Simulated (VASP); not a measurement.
# TiB2 (P6/mmm) in VASP: band structure with PBEsol

Aim: the band structure of TiB2 with PBEsol.

All numbers are computed with VASP 6.6.1; they aren't measurements. Logs are shortened: lines on timing, memory, paths and dates and some standing lists are left out, and cuts for length are marked.

**1. Starting point**

The structure is hexagonal, space group P6/mmm (No. 191). The conventional cell has a = 3.019 Å, b = 3.019 Å, c = 3.186 Å, α = 90.00°, β = 90.00°, γ = 120.00°. Ti (site symmetry 6/mmm) is surrounded by 12 B at 2.36 Å. Around B (site symmetry -6m2) lie 3 B at 1.74 Å.

The cell was built by a generator and needn't be a form met in nature.

**2. Band structure, PBEsol**

INCAR

```
PREC = Accurate
ENCUT = 520
EDIFF = 1E-7
ISMEAR = 1
SIGMA = 0.1
LREAL = F
LASPH = T
NELM = 80
ALGO = Normal
ISIF = 2
LWAVE = F
LCHARG = F
LMAXMIX = 4
GGA = PS
NBANDS = 16
ICORELEVEL = 1
```

KPOINTS

```
regular mesh
0
Gamma
  15 15 11
```

POSCAR

```
TiB2                                    
1.0
    3.0185527621      0.0000000000      0.0000000000
   -1.5092763811      2.6141433757      0.0000000000
    0.0000000000      0.0000000000      3.1862381411
  Ti              B             
     1     2
Direct
     0.0000000000000000    0.0000000000000000    0.0000000000000000
     0.3333333300000021    0.6666666699999979    0.5000000000000000
     0.6666666699999979    0.3333333300000021    0.5000000000000000
```

KPOINTS_OPT

```
explicit points
141
Reciprocal
 0.0000000000  0.0000000000  0.0000000000 1
 0.0357142857  0.0000000000  0.0000000000 1
 0.0714285714  0.0000000000  0.0000000000 1
 0.1071428571  0.0000000000  0.0000000000 1
 0.1428571429  0.0000000000  0.0000000000 1
 0.1785714286  0.0000000000  0.0000000000 1
[... 133 lines left out ...]
 0.5000000000  0.0000000000  0.5000000000 1
 0.5000000000  0.0000000000  0.0000000000 1
```

Potentials or basis: VASP PAW PBE potentials, release 64 (Ti_sv, B).

Run with:

```bash
> cat potpaw_PBE.64/Ti_sv/POTCAR potpaw_PBE.64/B/POTCAR > POTCAR
> mpirun -np 1 vasp_std > vasp.out
```

OUTCAR:

```text
PREC = Accurate
   ENCUT = 520
   EDIFF = 1E-7
   ISMEAR = 1
   LREAL = F
   LASPH = T
   NELM = 80
   ISIF = 2
   GGA = PS

 ion  position               nearest neighbor table
   1  0.000  0.000  0.000-   2 2.36   3 2.36   2 2.36   3 2.36   3 2.36   3 2.36   2 2.36   2 2.36
                             3 2.36   3 2.36   2 2.36   2 2.36
   2  0.333  0.667  0.500-   3 1.74   3 1.74   3 1.74   1 2.36   1 2.36   1 2.36   1 2.36   1 2.36
                             1 2.36
   3  0.667  0.333  0.500-   2 1.74   2 1.74   2 1.74   1 2.36   1 2.36   1 2.36   1 2.36   1 2.36
                             1 2.36

  LATTYP: Found a hexagonal cell.
 ALAT       =     3.0185527621
 C/A-ratio  =     1.0555515812

  Lattice vectors:

 A1 = (   3.0185527621,   0.0000000000,   0.0000000000)
 A2 = (  -1.5092763811,   2.6141433757,   0.0000000000)
 A3 = (   0.0000000000,   0.0000000000,   3.1862381411)

Analysis of symmetry for initial positions (statically):
=====================================================================
 Subroutine PRICEL returns:
 Original cell was already a primitive cell.

 Routine SETGRP: Setting up the symmetry group for a
 hexagonal supercell.

 Subroutine GETGRP returns: Found 24 space group operations
 (whereof 24 operations were pure point group operations)
 out of a pool of 24 trial point group operations.

The static configuration has the point symmetry D_6h.

Analysis of symmetry for dynamics (positions and initial velocities):
=====================================================================
 Subroutine PRICEL returns:
 Original cell was already a primitive cell.

 Routine SETGRP: Setting up the symmetry group for a
 hexagonal supercell.

 Subroutine GETGRP returns: Found 24 space group operations
 (whereof 24 operations were pure point group operations)
 out of a pool of 24 trial point group operations.

The dynamic configuration has the point symmetry D_6h.

 Subroutine INISYM returns: Found 24 space group operations
 (whereof 24 operations are pure point group operations),
 and found     1 'primitive' translations

----------------------------------------------------------------------------------------

                                     Primitive cell

  volume of cell :      25.1424

  direct lattice vectors                    reciprocal lattice vectors
     3.018552762  0.000000000  0.000000000     0.331284585  0.191267244  0.000000000
    -1.509276381  2.614143376  0.000000000     0.000000000  0.382534489  0.000000000
     0.000000000  0.000000000  3.186238141     0.000000000  0.000000000  0.313849736

  length of vectors
     3.018552762  3.018552763  3.186238141     0.382534489  0.382534489  0.313849736

  position of ions in fractional coordinates (direct lattice)
     0.000000000  0.000000000  0.000000000
     0.333333330  0.666666670  0.500000000
     0.666666670  0.333333330  0.500000000

  ion indices of the primitive-cell ions
   primitive index   ion index
                 1           1
                 2           2
                 3           3

----------------------------------------------------------------------------------------

 KPOINTS: regular mesh

Automatic generation of k-mesh.
 Grid dimensions read from file:
 generate k-points for:   15   15   11

 Generating k-lattice:

  Cartesian coordinates                     Fractional coordinates (reciprocal lattice)
     0.022085639  0.012751150  0.000000000     0.066666667 -0.000000000  0.000000000
     0.000000000  0.025502299  0.000000000     0.000000000  0.066666667  0.000000000
     0.000000000  0.000000000  0.028531794     0.000000000  0.000000000  0.090909091

  Length of vectors
     0.025502299  0.025502299  0.028531794

  Shift w.r.t. Gamma in fractional coordinates (k-lattice)
     0.000000000  0.000000000  0.000000000

 Subroutine IBZKPT returns following result:
 ===========================================

 Found    162 irreducible k-points:

 Following reciprocal coordinates:
            Coordinates               Weight
  0.000000  0.000000  0.000000      1.000000
  0.066667  0.000000  0.000000      6.000000
  0.133333 -0.000000  0.000000      6.000000
  0.200000  0.000000  0.000000      6.000000
  0.266667 -0.000000  0.000000      6.000000
  0.333333  0.000000  0.000000      6.000000
[... 16 lines left out ...]
  0.333333  0.200000  0.000000     12.000000
  0.400000  0.200000  0.000000      6.000000
 [... further k-points ...]
   k-points           NKPTS =    162   k-points in BZ     NKDIM =    162   number of bands    NBANDS=     16
   number of dos      NEDOS =    301   number of ions     NIONS =      3
   total plane-waves  NPLWV =  13824
   dimension x,y,z NGX =    24 NGY =   24 NGZ =   24
   dimension x,y,z NGXF=    48 NGYF=   48 NGZF=   48
   ions per type =               1   2
   NGX,Y,Z   is equivalent  to a cutoff of  13.22, 13.22, 12.52 a.u.
   NGXF,Y,Z  is equivalent  to a cutoff of  26.44, 26.44, 25.04 a.u.
 SYSTEM =  unknown system
   PREC   = accura    normal or accurate (medium, high low for compatibility)
   ISTART =      0    job   : 0-new  1-cont  2-samecut
   ICHARG =      2    charge: 1-file 2-atom 10-const
   ISPIN  =      1    spin polarized calculation?
   LNONCOLLINEAR =      F non collinear calculations
   LSORBIT =      F    spin-orbit coupling
   LASPH  =      T    aspherical Exc in radial PAW
   ENCUT  =  520.0 eV  38.22 Ry    6.18 a.u.   5.61  5.61  5.92*2*pi/ulx,y,z
   NELM   =     80;   NELMIN=  2; NELMDL= -5     # of ELM steps
   EDIFF  = 0.1E-06   stopping-criterion for ELM
   LREAL  =      F    real-space projection
   EDIFFG = 0.1E-05   stopping-criterion for IOM
   NSW    =      0    number of steps for IOM
   IBRION =     -1    ionic relax: 0-MD 1-quasi-New 2-CG
   NFREE  =      0    steps in history (QN), initial steepest desc. (CG)
   ISIF   =      2    stress and relaxation
   ISYM   =      2    0-nonsym 1-usesym 2-fastsym
   POTIM  = 0.5000    time-step for ionic-motion
   TEBEG  =    0.0;   TEEND  =   0.0 temperature during run
   PSTRESS=    0.0 pullay stress
   NELECT =      18.0000    total number of electrons
   NUPDOWN=      -1.0000    fix difference up-down
   EMIN   =  10.00;   EMAX   =-10.00  energy-range for DOS
   EFERMI =   0.00;   METHOD = LEGACY
   ISMEAR =     1;   SIGMA  =   0.10  broadening in eV -4-tet -1-fermi 0-gaus
   EFERMI_NEDOS =   21; number of points for ismear=-14 and -15
   IALGO  =     38    algorithm
   IMIX   =      4    mixing-type and parameters
     AMIX     =   0.40;   BMIX     =  1.00
     AMIX_MAG =   1.60;   BMIX_MAG =  1.00
  volume/ion in A,a.u.               =       8.38        56.56
  Fermi-wavevector in a.u.,A,eV,Ry     =   1.464525  2.767551 29.182241  2.144834
  Thomas-Fermi vector in A             =   2.580491
   LORBIT       =      0    0 simple, 1 ext, 2 COOP (PROOUT), +10 PAW based schemes
   GGA     = PS    functional components
   LHFCALC =     F    Hartree Fock is set to
   AEXX    =    0.0000 exact exchange contribution
   IVDW    =     0    specifies the selected vdW correction
   LEPSILON=     F    determine dielectric tensor
   LRPA    =     F    only Hartree local field effects (RPA)
 non-spin polarized calculation
 Methfessel and Paxton  Order N= 1 SIGMA  =   0.10
  energy-cutoff  :      520.00
  volume of cell :       25.14
 maximum number of plane-waves:       690
 NGX is ok and might be reduce to    24
   NGX = 11   NGY = 11   NGZ = 11

 number of electron      17.9999998 magnetization

 Free energy of the ion-electron system (eV)
  ---------------------------------------------------
  ext. energy  EPLUGINS =         0.00000000
  ---------------------------------------------------
  free energy    TOTEN  =       -25.79181794 eV

  energy without entropy =      -25.79155232  energy(sigma->0) =      -25.79172940

 the core state eigenenergies are
   1-  1s  -4852.7222  2s   -521.3205  2p   -428.6124
   2-  1s   -162.8749
   3-  1s   -162.8749

 E-fermi :  10.1307     XC(G=0): -12.9717

 val. band max:       10.1071341631   @ k =   0.0667   0.0667   0.2727
 cond. band min:      10.1341402271   @ k =   0.0000   0.0000   0.3636
 fundamental gap:      0.0270060640
 Fermi energy:        10.1306822291

 k-point     1 :       0.0000    0.0000    0.0000
  band No.  band energies     occupation
      1     -46.5082      2.00000
      2     -22.9677      2.00000
      3     -22.6453      2.00000
      4     -22.6453      2.00000
      5      -3.4377      2.00000
      6       7.4292      2.00000
[... 8 lines left out ...]
     15      15.9074      0.00000
     16      17.1253      0.00000

 k-point     2 :       0.0667    0.0000    0.0000
  band No.  band energies     occupation
      1     -46.5057      2.00000
      2     -22.9645      2.00000
      3     -22.6647      2.00000
      4     -22.6497      2.00000
      5      -3.3508      2.00000
      6       7.1823      2.00000
[... 8 lines left out ...]
     15      16.4824      0.00000
     16      17.3957      0.00000

 k-point     3 :       0.1333   -0.0000    0.0000
  band No.  band energies     occupation
      1     -46.4985      2.00000
      2     -22.9555      2.00000
      3     -22.7190      2.00000
      4     -22.6620      2.00000
      5      -3.0937      2.00000
      6       6.5141      2.00000
[... 8 lines left out ...]
     15      17.6924      0.00000
     16      18.2133      0.00000

 k-point     4 :       0.2000    0.0000    0.0000
  band No.  band energies     occupation
      1     -46.4879      2.00000
      2     -22.9421      2.00000
      3     -22.7983      2.00000
      4     -22.6801      2.00000
      5      -2.6760      2.00000
      6       5.5852      2.00000
[... 8 lines left out ...]
     15      18.1256      0.00000
     16      19.1823      0.00000
[... 156 lines left out ...]
      2     -23.0062      2.00000
      3     -22.9047      2.00000
      4     -22.7395      2.00000
      5      -0.9689      2.00000
      6       2.9220      2.00000
[... 8 lines left out ...]
     15      17.9585      0.00000
     16      19.2188      0.00000

 k-point    14 :       0.4000    0.0667    0.0000
  band No.  band energies     occupation
      1     -46.4511      2.00000
      2     -23.0554      2.00000
      3     -22.8958      2.00000
      4     -22.7527      2.00000
      5      -0.1131      2.00000
      6       1.8602      2.00000
[... 8 lines left out ...]
     15      17.9605      0.00000
     16      18.9198      0.00000

 k-point    15 :       0.4667    0.0667    0.0000
  band No.  band energies     occupation
      1     -46.4486      2.00000
      2     -23.0727      2.00000
      3     -22.8927      2.00000
      4     -22.7574      2.00000
      5       0.7404      2.00000
      6       0.9368      2.00000
[... 8 lines left out ...]
     15      17.9419      0.00000
     16      18.7953      0.00000

 k-point    16 :       0.1333    0.1333    0.0000
  band No.  band energies     occupation
      1     -46.4823      2.00000

------------------------ aborting loop because EDIFF is reached ----------------------------------------

  FORCE on cell =-STRESS in cart. coord.  units (eV):
  Direction    XX          YY          ZZ          XY          YZ          ZX
  --------------------------------------------------------------------------------------
  -------------------------------------------------------------------------------------
  Total        0.0079699      0.0079699      0.0018308     -0.0000000     -0.0000000      0.0000000
  in kB        0.5078781      0.5078781      0.1166664     -0.0000000     -0.0000000      0.0000000
  external PRESSURE =       0.3774742 kB  Pullay stress =       0.0000000 kB

 VOLUME and BASIS-vectors are now :
 -----------------------------------------------------------------------------
  energy-cutoff  :      520.00
  volume of cell :       25.14
      direct lattice vectors                 reciprocal lattice vectors
     3.018552762  0.000000000  0.000000000     0.331284585  0.191267244  0.000000000
    -1.509276381  2.614143376  0.000000000     0.000000000  0.382534489  0.000000000
     0.000000000  0.000000000  3.186238141     0.000000000  0.000000000  0.313849736

 POSITION                                       TOTAL-FORCE (eV/Angst)
 -----------------------------------------------------------------------------------
      0.00000      0.00000      0.00000        -0.000000     -0.000000     -0.000000
     -0.00000      1.74276      1.59312         0.000000     -0.000000     -0.000000
      1.50928      0.87138      1.59312        -0.000000      0.000000      0.000000
 -----------------------------------------------------------------------------------
    total drift:                                0.000000     -0.000000     -0.000000

  FREE ENERGIE OF THE ION-ELECTRON SYSTEM (eV)
  ---------------------------------------------------
  free  energy   TOTEN  =       -25.7918179380 eV

  energy  without entropy=      -25.7915523229  energy(sigma->0) =      -25.79172940
```

It took 41 s on 1 thread of Intel Xeon Platinum 8488C (Sapphire Rapids), shared host; peak memory 0.22 GiB.

What came out:

```
Free energy             : -25.7918 eV
Pressure                : 0.0 GPa
Band gap along the path : none (metal or under the smearing width)
```

Levels at the corners of the path, in eV from the Fermi level:
```tsv
point	band 5	band 6	band 7	band 8	band 9	band 10	band 11	band 12	band 13	band 14
Γ	-13.57	-2.70	-2.70	-2.20	-2.17	1.96	1.96	3.84	3.84	5.78
M	-9.46	-9.23	-3.30	-3.22	-2.35	1.39	2.81	3.31	3.50	7.63
M	-9.46	-9.23	-3.30	-3.22	-2.35	1.39	2.81	3.31	3.50	7.63
K	-8.33	-8.33	-7.45	-1.84	-1.84	1.42	1.42	1.99	7.13	7.13
K	-8.33	-8.33	-7.45	-1.84	-1.84	1.42	1.42	1.99	7.13	7.13
Γ	-13.57	-2.70	-2.70	-2.20	-2.17	1.96	1.96	3.84	3.84	5.78
Γ	-13.57	-2.70	-2.70	-2.20	-2.17	1.96	1.96	3.84	3.84	5.78
A	-11.53	-7.69	-0.56	-0.56	-0.26	-0.26	0.44	0.44	1.80	6.55
A	-11.53	-7.69	-0.56	-0.56	-0.26	-0.26	0.44	0.44	1.80	6.55
L	-9.80	-7.53	-4.75	-3.91	-3.15	2.62	3.01	4.71	4.78	5.47
L	-9.80	-7.53	-4.75	-3.91	-3.15	2.62	3.01	4.71	4.78	5.47
H	-8.62	-8.62	-5.73	-3.21	-3.21	2.63	4.45	4.45	4.64	4.64
H	-8.62	-8.62	-5.73	-3.21	-3.21	2.63	4.45	4.45	4.64	4.64
A	-11.53	-7.69	-0.56	-0.56	-0.26	-0.26	0.44	0.44	1.80	6.55
L	-9.80	-7.53	-4.75	-3.91	-3.15	2.62	3.01	4.71	4.78	5.47
M	-9.46	-9.23	-3.30	-3.22	-2.35	1.39	2.81	3.31	3.50	7.63
K	-8.33	-8.33	-7.45	-1.84	-1.84	1.42	1.42	1.99	7.13	7.13
H	-8.62	-8.62	-5.73	-3.21	-3.21	2.63	4.45	4.45	4.64	4.64
```

Core levels (eV, on the scale of the bands):
```
atom                            levels
1 Ti  1s -4852.7, 2s -521.3, 2p -428.6
 2 B                         1s -162.9
 3 B                         1s -162.9
```

Caveat: the PAW data sets were made with another functional, which shifts forces and pressure a little.
